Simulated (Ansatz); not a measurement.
Wanted: the native input for an Ansatz 0.2.0 run.

| Property | Result |
| --- | --- |
| Task | single point |
| Functional | PBE |
| Potentials or basis | Ansatz PAW |
| Cutoff | 420 eV (not typed: the program's choice for these potentials) |
| k mesh | 8 × 8 × 5 |
| Occupations | gaussian, width 0.027 eV |
| Spin | no spin polarisation |

Crystal: ZrS2.

```
CELL_PARAMETERS angstrom
3.69138 0.00000 0.00000
-1.84569 3.19683 0.00000
0.00000 0.00000 6.04108
ATOMIC_POSITIONS crystal
Zr 0.00000 0.00000 0.00000
S 0.33333 0.66667 0.23791
S 0.66667 0.33333 0.76209
```

The cell is a database's computed one.

One way to write it, as run:

input.yaml

```yaml
crystal:
  lattice:
    - [3.6913825498, 0.0, 0.0]
    - [-1.8456912749, 3.1968310632, 0.0]
    - [0.0, 0.0, 6.04107701]
  atoms:
    - { symbol: Zr, position: [0.0, 0.0, 0.0] }
    - { symbol: S, position: [0.3333333333, 0.6666666667, 0.23790997] }
    - { symbol: S, position: [0.6666666667, 0.3333333333, 0.76209003] }
hamiltonian:
  xc: pbe
  pseudopotentials: { kind: paw }
kpoints:
  mp_grid: { grid: [8, 8, 5] }
scf:
  occupations: { method: gaussian, width: 0.027 }
output:
  forces: true
  stress: true
  eigenvalues: true
```

Potentials or basis: Ansatz PAW.

The run is started by

```console
$ ansatz run input.yaml --threads 2 --pin off --max-ram 5632MiB --backend cpu --events-out ev --progress --plain --runs-dir out
```

Results of the run:

```json
{
 "Pressure": "0.5 GPa",
 "Largest force": "0.044 eV/Å",
 "Band gap on the k mesh": "1.05 eV, indirect (least direct gap 1.64 eV)"
}
```

Caveat: odd divisions of the mesh miss points on the zone boundary, where band edges often lie, so the gap on the mesh can be too wide; this functional lacks dispersion, which binds the layers, so the pressure and a relaxed spacing across them are unreliable.

Wall time 4.1 s on 2 threads of Intel(R) Xeon(R) Processor @ 2.50GHz (Skylake/Cascade Lake) (shared host), peak memory 0.38 GiB.
